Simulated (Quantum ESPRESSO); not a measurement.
# MoP (P-6m2) in Quantum ESPRESSO: a series of runs

The runs below take MoP through single point, with PBEsol+U.

Program: Quantum ESPRESSO 7.5. These are calculated values, not measurements. Logs are shortened: lines on timing, memory, paths and dates and some standing lists are left out, and cuts for length are marked.

### 1 The crystal as given

It takes space group P-6m2 (No. 187, hexagonal). The conventional cell has a = 3.223 Å, b = 3.223 Å, c = 3.191 Å, α = 90.00°, β = 90.00°, γ = 120.00°. Around Mo (site symmetry -6m2) lie 6 P at 2.45 Å. Around P (site symmetry -6m2) lie 6 Mo at 2.45 Å.

### 2 Single point, PBEsol+U

File pw.in:

```
&CONTROL
  calculation = 'scf'
  prefix = 'pwscf'
  outdir = './tmp'
  pseudo_dir = './pseudo'
  tprnfor = .true.
  tstress = .true.
  disk_io = 'nowf'
/
&SYSTEM
  ibrav = 0
  A = 3.223
  nat = 2
  ntyp = 2
  ecutwfc = 60
  ecutrho = 440
  nbnd = 19
  input_dft = 'pbesol'
  occupations = 'smearing'
  smearing = 'fd'
  degauss = 0.00367493
/
&ELECTRONS
  conv_thr = 4d-10
  electron_maxstep = 120
  mixing_beta = 0.3
/
ATOMIC_SPECIES
Mo    95.9500 Mo_ONCV_PBE-1.0.oncvpsp.upf
P     30.9738 P.pbe-n-rrkjus_psl.1.0.0.UPF
CELL_PARAMETERS alat
   1.0000000000    0.0000000000    0.0000000000
  -0.5000000000    0.8660254038    0.0000000000
   0.0000000000    0.0000000000    0.9900713621
ATOMIC_POSITIONS alat
Mo     0.0000000000    0.0000000000    0.0000000000
P      0.0000000000    0.5773502692    0.4950356810
K_POINTS automatic
10 10 8 0 0 0
HUBBARD {atomic}
U Mo-4d 2.0
```

Potentials or basis: SSSP 1.3 efficiency PBE.

Run with:

```
> OMP_NUM_THREADS=1 pw.x -in pw.in > pw.out
```

pw.out:

```text
This program is part of the open-source Quantum ESPRESSO suite
     for quantum simulation of materials; please cite
         "P. Giannozzi et al., J. Phys.:Condens. Matter 21 395502 (2009);
         "P. Giannozzi et al., J. Phys.:Condens. Matter 29 465901 (2017);
         "P. Giannozzi et al., J. Chem. Phys. 152 154105 (2020);
     in publications or presentations arising from this work. More details at

     IMPORTANT: XC functional enforced from input :
     Exchange-correlation= PBESOL
                           (   1   4  10   8   0   0   0)
     Any further DFT definition will be discarded
     Please, verify this is what you really want

     Message from routine setup:
     using ibrav=0 with symmetry is DISCOURAGED, use correct ibrav instead

     G-vector sticks info
     --------------------
     sticks:   dense  smooth     PW     G-vecs:    dense   smooth      PW
     Sum        1135     613    187                30227    12101    2063

     Using Slab Decomposition

     bravais-lattice index     =            0
     lattice parameter (alat)  =       6.0906  a.u.
     unit-cell volume          =     193.7201 (a.u.)^3
     number of atoms/cell      =            2
     number of atomic types    =            2
     number of electrons       =        19.00
     number of Kohn-Sham states=           19
     kinetic-energy cutoff     =      60.0000  Ry
     charge density cutoff     =     440.0000  Ry
     scf convergence threshold =      4.0E-10
     mixing beta               =       0.3000
     number of iterations used =            8  plain     mixing
     Exchange-correlation= PBESOL
                           (   1   4  10   8   0   0   0)
     Hubbard projectors: atomic
     Hubbard parameters of DFT+U (Dudarev formulation) in eV:
     U(Mo-4d) =  2.0000

     Internal variables: lda_plus_u =T, lda_plus_u_kind = 0

     Internal variables: orbital_resolved =F, hub_pot_fix =F, apply_U = F

     celldm(1)=   6.090587  celldm(2)=   0.000000  celldm(3)=   0.000000
     celldm(4)=   0.000000  celldm(5)=   0.000000  celldm(6)=   0.000000

     crystal axes: (cart. coord. in units of alat)
               a(1) = (   1.000000   0.000000   0.000000 )
               a(2) = (  -0.500000   0.866025   0.000000 )
               a(3) = (   0.000000   0.000000   0.990071 )

     reciprocal axes: (cart. coord. in units 2 pi/alat)
               b(1) = (  1.000000  0.577350 -0.000000 )
               b(2) = (  0.000000  1.154701  0.000000 )
               b(3) = (  0.000000 -0.000000  1.010028 )

     PseudoPot. # 1 for Mo read from file:
     Mo_ONCV_PBE-1.0.oncvpsp.upf
     Pseudo is Norm-conserving, Zval = 14.0
     Generated using ONCVPSP code by D. R. Hamann
     Using radial grid of 1526 points,  6 beta functions with:
                l(1) =   0
                l(2) =   0
                l(3) =   1
                l(4) =   1
                l(5) =   2
                l(6) =   2

     PseudoPot. # 2 for P  read from file:
     P.pbe-n-rrkjus_psl.1.0.0.UPF
     Pseudo is Ultrasoft + core correction, Zval =  5.0
     Generated using "atomic" code by A. Dal Corso  v.5.1
     Using radial grid of 1147 points,  6 beta functions with:
                l(1) =   0
                l(2) =   0
                l(3) =   1
                l(4) =   1
                l(5) =   2
                l(6) =   2
     Q(r) pseudized with 0 coefficients

     atomic species   valence    mass     pseudopotential
     Mo               14.00    95.95000     Mo( 1.00)
     P                 5.00    30.97380     P ( 1.00)

     12 Sym. Ops. (no inversion) found

   Cartesian axes

     site n.     atom                  positions (alat units)
         1        Mo     tau(   1) = (   0.0000000   0.0000000   0.0000000  )
         2        P      tau(   2) = (   0.0000000   0.5773503   0.4950357  )

     number of k points=    70  Fermi-Dirac smearing, width (Ry)=  0.0037
                       cart. coord. in units 2pi/alat
        k(    1) = (   0.0000000   0.0000000   0.0000000), wk =   0.0025000
        k(    2) = (   0.0000000   0.0000000   0.1262535), wk =   0.0050000
        k(    3) = (   0.0000000   0.0000000   0.2525071), wk =   0.0050000
        k(    4) = (   0.0000000   0.0000000   0.3787606), wk =   0.0050000
        k(    5) = (   0.0000000   0.0000000  -0.5050141), wk =   0.0025000
        k(    6) = (   0.0000000   0.1154701   0.0000000), wk =   0.0150000
[... 62 lines left out ...]
        k(   69) = (   0.3000000   0.5196152   0.3787606), wk =   0.0300000
        k(   70) = (   0.3000000   0.5196152  -0.5050141), wk =   0.0150000

     Dense  grid:    30227 G-vectors     FFT dimensions: (  45,  45,  45)

     Smooth grid:    12101 G-vectors     FFT dimensions: (  32,  32,  30)

     Initial potential from superposition of free atoms

     starting charge      18.9989, renormalised to      19.0000

     STARTING HUBBARD OCCUPATIONS:

     =================== HUBBARD OCCUPATIONS ===================
     ------------------------ ATOM    1 ------------------------
     Tr[ns(  1)] =   4.00000
     eigenvalues:
       0.400  0.400  0.400  0.400  0.400
     eigenvectors (columns):
       1.000  0.000  0.000  0.000  0.000
       0.000  1.000  0.000  0.000  0.000
       0.000  0.000  1.000  0.000  0.000
       0.000  0.000  0.000  1.000  0.000
       0.000  0.000  0.000  0.000  1.000
     occupation matrix ns (before diag.):
       0.400  0.000  0.000  0.000  0.000
       0.000  0.400  0.000  0.000  0.000
       0.000  0.000  0.400  0.000  0.000
       0.000  0.000  0.000  0.400  0.000
       0.000  0.000  0.000  0.000  0.400

     Number of occupied Hubbard levels =    4.0000

     Atomic wfc used for Hubbard projectors are NOT orthogonalized

     Starting wfcs are   14 randomized atomic wfcs +    5 random wfcs

     Self-consistent Calculation

     iteration #  1     ecut=    60.00 Ry     beta= 0.30
     Davidson diagonalization with overlap
     ethr =  1.00E-02,  avg # of iterations =  5.1

     =================== HUBBARD OCCUPATIONS ===================
     ------------------------ ATOM    1 ------------------------
     Tr[ns(  1)] =   6.55808
     eigenvalues:
       0.583  0.655  0.655  0.693  0.693
     eigenvectors (columns):
       1.000 -0.000  0.000  0.000 -0.000
       0.000  0.000  0.000 -0.292  0.956
       0.000  0.000 -0.000 -0.956 -0.292
       0.000 -0.530 -0.848 -0.000  0.000
       0.000  0.848 -0.530  0.000  0.000
     occupation matrix ns (before diag.):
       0.583 -0.000 -0.000 -0.000 -0.000
      -0.000  0.693 -0.000  0.000  0.000
      -0.000 -0.000  0.693 -0.000 -0.000
      -0.000  0.000 -0.000  0.655  0.000
      -0.000  0.000 -0.000  0.000  0.655

     Number of occupied Hubbard levels =    6.5581

     Threshold (ethr) on eigenvalues was too large:
     Diagonalizing with lowered threshold

     Davidson diagonalization with overlap
     ethr =  1.83E-04,  avg # of iterations =  3.1

     total energy              =    -150.98299943 Ry
     estimated scf accuracy    <       0.03535617 Ry

     iteration #  2     ecut=    60.00 Ry     beta= 0.30
     Davidson diagonalization with overlap
     ethr =  1.86E-04,  avg # of iterations =  1.1

     total energy              =    -150.99090057 Ry
     estimated scf accuracy    <       0.01912255 Ry

     iteration #  3     ecut=    60.00 Ry     beta= 0.30
     Davidson diagonalization with overlap
     ethr =  1.01E-04,  avg # of iterations =  1.0

     total energy              =    -150.98929544 Ry
     estimated scf accuracy    <       0.00648264 Ry
[... 40 lines left out ...]
     total energy              =    -150.99012186 Ry
     estimated scf accuracy    <       0.00000012 Ry

     iteration # 10     ecut=    60.00 Ry     beta= 0.30
     Davidson diagonalization with overlap
     ethr =  6.44E-10,  avg # of iterations =  1.1

     total energy              =    -150.99012189 Ry
     estimated scf accuracy    <          1.8E-09 Ry

     iteration # 11     ecut=    60.00 Ry     beta= 0.30
     Davidson diagonalization with overlap
     ethr =  9.52E-12,  avg # of iterations =  2.0

     End of self-consistent calculation

     =================== HUBBARD OCCUPATIONS ===================
     ------------------------ ATOM    1 ------------------------
     Tr[ns(  1)] =   6.76936
     eigenvalues:
       0.596  0.672  0.672  0.723  0.723
     eigenvectors (columns):
       1.000 -0.000  0.000  0.000  0.000
       0.000  0.000  0.000 -0.292 -0.956
       0.000  0.000 -0.000 -0.956  0.292
       0.000 -0.528 -0.849 -0.000 -0.000
       0.000  0.849 -0.528  0.000 -0.000
     occupation matrix ns (before diag.):
       0.596 -0.000 -0.000 -0.000 -0.000
      -0.000  0.723 -0.000  0.000  0.000
      -0.000 -0.000  0.723 -0.000 -0.000
      -0.000  0.000 -0.000  0.672  0.000
      -0.000  0.000 -0.000  0.000  0.672

     Number of occupied Hubbard levels =    6.7694

          k = 0.0000 0.0000 0.0000 (  1533 PWs)   bands (ev):

   -43.6641 -17.8025 -17.5767 -17.5767   3.2715  12.8781  13.7285  13.7285
    16.5362  17.3294  17.3294  21.3786  21.3786  22.7733  26.1754  26.1754
    26.2004  30.9575  30.9575

          k = 0.0000 0.0000 0.1263 (  1515 PWs)   bands (ev):

   -43.6614 -17.8490 -17.5728 -17.5728   3.5269  12.5677  13.8492  13.8492
    16.4582  16.7405  16.7405  21.7617  21.7617  22.9859  26.0276  26.0276
    27.1416  31.7323  31.7323

          k = 0.0000 0.0000 0.2525 (  1539 PWs)   bands (ev):

   -43.6559 -17.9586 -17.5634 -17.5634   4.2309  11.4782  14.1451  14.1451
    15.7991  15.7991  16.9035  21.5023  21.5023  23.5343  27.0383  27.0383
    28.7374  32.1813  32.9208
[... 121 lines left out ...]
          k = 0.0000 0.4619 0.3788 (  1519 PWs)   bands (ev):

   -43.6206 -17.9969 -17.8571 -17.6253   5.7283  10.5762  12.3053  12.8932
    15.4700  18.0460  18.5370  20.9887  22.6429  22.8884  25.1787  27.3498
    30.5309  32.4089  32.7079

          k = 0.0000 0.4619-0.5050 (  1510 PWs)   bands (ev):

   -43.6176 -18.0359 -17.8494 -17.6209   5.7318  10.8262  12.1002  12.6352
    15.5950  18.1347  19.1277  20.3732  23.2431  23.6145  24.0532  26.2728
    31.7285  32.3206  32.8316

          k = 0.0000-0.5774 0.0000 (  1514 PWs)   bands (ev):

   -43.6399 -17.9299 -17.7543 -17.6583   5.8160   9.8545  13.0220  13.2647
    15.9479  16.5997  18.9009  19.6254  21.8836  23.3554  25.5737  29.0128
    31.3056  31.8812  34.5161

          k = 0.0000-0.5774 0.1263 (  1520 PWs)   bands (ev):

   -43.6357 -17.9235 -17.7958 -17.6540   5.8564   9.8632  12.5420  14.1165
    14.7375  17.7404  19.2459  19.3309  21.1890  23.9988  25.7734  28.4821
    31.1680  32.7989  32.8989

          k = 0.0000-0.5774 0.2525 (  1512 PWs)   bands (ev):

   -43.6263 -17.9068 -17.8934 -17.6434   5.8814   9.9905  12.4054  13.5455
    15.1385  18.3563  18.6091  20.6324  20.8357  23.7185  25.8774  28.5567
    29.3880  32.8153  34.0741

          k = 0.0000-0.5774 0.3788 (  1512 PWs)   bands (ev):

   -43.6180 -17.9886 -17.8879 -17.6327   5.8070  10.4333  12.2035  12.7758
    15.8901  18.5517  18.5740  20.8027  22.5022  22.9059  24.2819  27.1317
    30.6897  33.2303  33.8541

          k = 0.0000-0.5774-0.5050 (  1500 PWs)   bands (ev):

   -43.6149 -18.0270 -17.8796 -17.6281   5.7514  10.8705  11.8550  12.5106
    16.1256  18.6107  19.1071  20.7377  22.3127  23.4412  23.9424  25.5634
    32.1118  33.3194  33.9290

          k = 0.1000 0.1732 0.0000 (  1549 PWs)   bands (ev):

   -43.6557 -17.7899 -17.6717 -17.6020   3.8004  12.2938  13.6626  14.1916
    14.7764  17.0793  19.4998  19.7320  20.4338  24.4413  25.5273  27.6720
    28.2125  29.4299  31.7904

          k = 0.1000 0.1732 0.1263 (  1536 PWs)   bands (ev):

   -43.6528 -17.8353 -17.6669 -17.5979   4.0153  12.3750  13.2897  14.0940
    14.8274  16.5098  18.9119  20.4245  21.0915  24.6091  25.5640  27.1472
    28.1704  30.5376  32.3195

          k = 0.1000 0.1732 0.2525 (  1523 PWs)   bands (ev):
[... 215 lines left out ...]
          k = 0.3000 0.5196 0.3788 (  1520 PWs)   bands (ev):

   -43.6106 -17.9805 -17.8230 -17.7525   6.0810  10.2354  11.5175  13.2695
    15.5710  18.7844  20.0843  20.6169  21.8536  22.6346  24.3443  27.6081
    29.1201  30.9409  36.0118

          k = 0.3000 0.5196-0.5050 (  1520 PWs)   bands (ev):

   -43.6078 -18.0185 -17.8154 -17.7464   6.0524  10.0402  11.3302  13.9368
    15.6486  18.8721  20.4386  20.8046  21.7042  22.8430  22.8987  27.2147
    28.9776  32.4515  35.8154

     the Fermi energy is    17.0845 ev

!    total energy              =    -150.99012189 Ry
     estimated scf accuracy    <          1.3E-11 Ry
     smearing contrib. (-TS)   =      -0.00032396 Ry
     internal energy E=F+TS    =    -150.98979792 Ry

     The total energy is F=E-TS. E is the sum of the following terms:
     one-electron contribution =     -30.03185029 Ry
     hartree contribution      =      25.37590818 Ry
     xc contribution           =     -20.07534924 Ry
     ewald contribution        =    -126.41765158 Ry
     Hubbard energy            =       0.15914501 Ry

     convergence has been achieved in  11 iterations

     Forces acting on atoms (cartesian axes, Ry/au):

     atom    1 type  1   force =     0.00000000   -0.00000000    0.00000000
     atom    2 type  2   force =     0.00000000    0.00000000    0.00000000

     Total force =     0.000000     Total SCF correction =     0.000000

     Computing stress (Cartesian axis) and pressure

          total   stress  (Ry/bohr**3)                   (kbar)     P=      -69.37
  -0.00044395   0.00000000   0.00000000          -65.31        0.00        0.00
   0.00000000  -0.00044395  -0.00000000            0.00      -65.31       -0.00
   0.00000000   0.00000000  -0.00052685            0.00        0.00      -77.50

=------------------------------------------------------------------------------=
   JOB DONE.
=------------------------------------------------------------------------------=
```

Wall time 28 s (1 thread of Arm Neoverse V2, shared host); peak memory 0.17 GiB.

What came out:

| Property | Result |
| --- | --- |
| Free energy | -2054.3253 eV |
| Pressure | -6.9 GPa |
| Band gap on the k mesh | none (metal or under the smearing width) |

Stress tensor (GPa, compression positive):
```
-6.53  0.00  0.00
 0.00 -6.53  0.00
 0.00  0.00 -7.75
```

Eigenvalues of the final occupation matrices:
```
   site  spin  trace               eigenvalues
Mo 1 4d  each   3.38  0.60 0.67 0.67 0.72 0.72
```

Caveat: the potentials were made for another functional, which shifts forces and pressure; U without spin polarisation on a metal has little footing; the U is typed as a test and isn't derived for this compound.

### 3 Single point, PBEsol+U

pw.in: that of step 2 with these lines changed.

```diff
@@ -40,2 +40,2 @@
 HUBBARD {atomic}
-U Mo-4d 2.0
+U Mo-4d 3.0
```

Potentials or basis: SSSP 1.3 efficiency PBE.

Run with:

```
> OMP_NUM_THREADS=1 pw.x -in pw.in > pw.out
```

pw.out:

```text
This program is part of the open-source Quantum ESPRESSO suite
     for quantum simulation of materials; please cite
         "P. Giannozzi et al., J. Phys.:Condens. Matter 21 395502 (2009);
         "P. Giannozzi et al., J. Phys.:Condens. Matter 29 465901 (2017);
         "P. Giannozzi et al., J. Chem. Phys. 152 154105 (2020);
     in publications or presentations arising from this work. More details at

     IMPORTANT: XC functional enforced from input :
     Exchange-correlation= PBESOL
                           (   1   4  10   8   0   0   0)
     Any further DFT definition will be discarded
     Please, verify this is what you really want

     Message from routine setup:
     using ibrav=0 with symmetry is DISCOURAGED, use correct ibrav instead

     G-vector sticks info
     --------------------
     sticks:   dense  smooth     PW     G-vecs:    dense   smooth      PW
     Sum        1135     613    187                30227    12101    2063

     Using Slab Decomposition

     bravais-lattice index     =            0
     lattice parameter (alat)  =       6.0906  a.u.
     unit-cell volume          =     193.7201 (a.u.)^3
     number of atoms/cell      =            2
     number of atomic types    =            2
     number of electrons       =        19.00
     number of Kohn-Sham states=           19
     kinetic-energy cutoff     =      60.0000  Ry
     charge density cutoff     =     440.0000  Ry
     scf convergence threshold =      4.0E-10
     mixing beta               =       0.3000
     number of iterations used =            8  plain     mixing
     Exchange-correlation= PBESOL
                           (   1   4  10   8   0   0   0)
     Hubbard projectors: atomic
     Hubbard parameters of DFT+U (Dudarev formulation) in eV:
[... 271 lines left out ...]
       0.594  0.674  0.674  0.729  0.729
     eigenvectors (columns):
       1.000 -0.000  0.000  0.000  0.000
       0.000  0.000  0.000 -0.292 -0.956
       0.000  0.000 -0.000 -0.956  0.292
       0.000 -0.528 -0.849 -0.000 -0.000
       0.000  0.849 -0.528  0.000 -0.000
     occupation matrix ns (before diag.):
       0.594 -0.000 -0.000 -0.000 -0.000
      -0.000  0.729 -0.000  0.000  0.000
      -0.000 -0.000  0.729 -0.000 -0.000
      -0.000  0.000 -0.000  0.674  0.000
[... 174 lines left out ...]
   -43.5151 -17.8947 -17.7918 -17.5343   5.5960  10.2908  12.1521  12.6092
    15.8454  18.4902  18.5521  20.7801  22.4718  22.9035  24.2818  27.1251
    30.6733  33.1926  33.8472

          k = 0.0000-0.5774-0.5050 (  1500 PWs)   bands (ev):

   -43.5119 -17.9331 -17.7830 -17.5297   5.5131  10.7445  11.7942  12.3356
    16.0914  18.5504  19.1118  20.6848  22.3259  23.4349  23.9075  25.5639
    32.1174  33.2810  33.8863

          k = 0.1000 0.1732 0.0000 (  1549 PWs)   bands (ev):
[... 235 lines left out ...]
   -43.5028 -17.9246 -17.7205 -17.6509   5.8472   9.8105  11.2284  13.9089
    15.5467  18.8769  20.3701  20.7935  21.7117  22.8304  22.9084  27.1803
    28.9446  32.4162  35.8079

     the Fermi energy is    16.9923 ev

!    total energy              =    -150.91079845 Ry
     estimated scf accuracy    <          7.1E-11 Ry
     smearing contrib. (-TS)   =      -0.00033331 Ry
     internal energy E=F+TS    =    -150.91046514 Ry

     The total energy is F=E-TS. E is the sum of the following terms:
     one-electron contribution =     -30.09148733 Ry
     hartree contribution      =      25.44266777 Ry
     xc contribution           =     -20.08120249 Ry
     ewald contribution        =    -126.41765158 Ry
     Hubbard energy            =       0.23720849 Ry

     convergence has been achieved in  11 iterations

     Forces acting on atoms (cartesian axes, Ry/au):

     atom    1 type  1   force =     0.00000000    0.00000000    0.00000000
     atom    2 type  2   force =     0.00000000   -0.00000000    0.00000000

     Total force =     0.000000     Total SCF correction =     0.000000

     Computing stress (Cartesian axis) and pressure

          total   stress  (Ry/bohr**3)                   (kbar)     P=      -88.76
  -0.00057317  -0.00000000   0.00000000          -84.32       -0.00        0.00
   0.00000000  -0.00057317   0.00000000            0.00      -84.32        0.00
   0.00000000   0.00000000  -0.00066386            0.00        0.00      -97.66

=------------------------------------------------------------------------------=
   JOB DONE.
=------------------------------------------------------------------------------=
```

Wall time 28 s (1 thread of Arm Neoverse V2, shared host); peak memory 0.17 GiB.

What came out:

```
Free energy            : -2053.2460 eV
Pressure               : -8.9 GPa
Band gap on the k mesh : none (metal or under the smearing width)
```

Levels at points of the mesh, in eV from the Fermi level:
```
             k point  band 6  band 7  band 8  band 9  band 10  band 11  band 12  band 13  band 14  band 15
  (0.00, 0.00, 0.00)   -4.18   -3.39   -3.39   -0.49     0.21     0.21     4.35     4.35     5.77     9.16
 (0.00, 0.00, -0.50)   -7.75   -2.88   -2.88   -1.75    -1.75     1.60     3.10     3.10     8.07     8.96
 (0.00, -0.50, 0.00)   -7.20   -4.14   -3.83   -1.09    -0.53     1.85     2.63     4.85     6.35     8.57
(0.00, -0.50, -0.50)   -6.25   -5.20   -4.66   -0.90     1.56     2.12     3.69     5.33     6.44     6.92
```

Eigenvalues of the final occupation matrices:
```
   site  spin  trace               eigenvalues
Mo 1 4d  each   3.40  0.59 0.67 0.67 0.73 0.73
```

Caveat: the potentials were made for another functional, which shifts forces and pressure; U without spin polarisation on a metal has little footing; the U is typed as a test and isn't derived for this compound.
